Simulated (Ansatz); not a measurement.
# PbO2: the cost of one run

Computed with Ansatz 0.2.0 (reference: DFT, HSE06, plane waves, PAW, unless a step's input says otherwise).

2 further runs of the same task are left out: 2 that didn't finish.

## 1. The system as given

The structure is cubic, space group Fm-3m (No. 225). The conventional cell has a = 5.316 Å, b = 5.316 Å, c = 5.316 Å, α = 90.00°, β = 90.00°, γ = 90.00°. Pb (site symmetry m-3m) is surrounded by 8 O at 2.30 Å. O (site symmetry -43m) is surrounded by 4 Pb at 2.30 Å.

As a file:

```cif
data_structure
_symmetry_space_group_name_H-M 'P 1'
_symmetry_Int_Tables_number 1
_cell_length_a 3.7592
_cell_length_b 3.7592
_cell_length_c 3.7592
_cell_angle_alpha 60.000
_cell_angle_beta 60.000
_cell_angle_gamma 60.000
_cell_volume 37.56
loop_
_atom_site_label
_atom_site_type_symbol
_atom_site_fract_x
_atom_site_fract_y
_atom_site_fract_z
_atom_site_occupancy
Pb1 Pb 0.00000 0.00000 0.00000 1
O1 O 0.25000 0.25000 0.25000 1
O2 O 0.75000 0.75000 0.75000 1
```

## 2. Baseline

input.yaml reads:

```yaml
crystal:
  lattice:
    - [0.0, 2.6581699692, 2.6581699692]
    - [2.6581699692, 0.0, 2.6581699692]
    - [2.6581699692, 2.6581699692, 0.0]
  atoms:
    - { symbol: Pb, position: [0.0, 0.0, 0.0] }
    - { symbol: O, position: [0.25, 0.25, 0.25] }
    - { symbol: O, position: [0.75, 0.75, 0.75] }
kpoints:
  mp_grid: { grid: [4, 4, 4] }
hamiltonian:
  xc: hse06
scf:
  occupations: { method: fermi_dirac, width: 0.02 }
  n_extra_bands: 4
output:
  forces: true
  stress: true
  eigenvalues: true
```

The run is started by

```sh
ansatz run input.yaml --threads 4 --pin off --max-ram 3686MiB --backend cpu --events-out ev --progress --plain --runs-dir out
```

Q: Estimate wall time and peak memory on 4 threads of Arm Neoverse N1, shared host.

About 8.2 s, with a peak of 0.62 GiB.
